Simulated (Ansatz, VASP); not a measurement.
GaSb: VASP beside Ansatz

```
CELL_PARAMETERS angstrom
3.06628 3.06628 0.00000
-3.06628 3.06628 0.00000
0.00000 3.06628 3.06628
ATOMIC_POSITIONS crystal
Ga 0.00000 0.00000 0.00000
Sb 0.75000 0.25000 0.50000
```

Alike in both runs: task single point; functional r2SCAN; k mesh 6 × 6 × 6; no spin polarisation.

|  | VASP | Ansatz |
| --- | --- | --- |
| version | VASP 6.6.1 | Ansatz 0.2.0 |
| potentials or method | VASP PAW PBE potentials, release 64 (Ga_d, Sb) | PAW with Ansatz's default frozen-core files, scalar-relativistic |
| plane-wave cutoff (eV) | 520 | 500 |
| occupations | gaussian, width 0.01 eV | fixed |
| valence electrons in the cell | 18 | 28 |

VASP gave:

* gap on the k mesh at the Fermi level (eV): 0.39

Estimate Ansatz's values.

gap on the k mesh at the Fermi level (eV): 0.41.

The two sets of potentials don't hold the same shells in valence.

Caveats: spin-orbit coupling is left out, which moves the levels of the heavy elements.
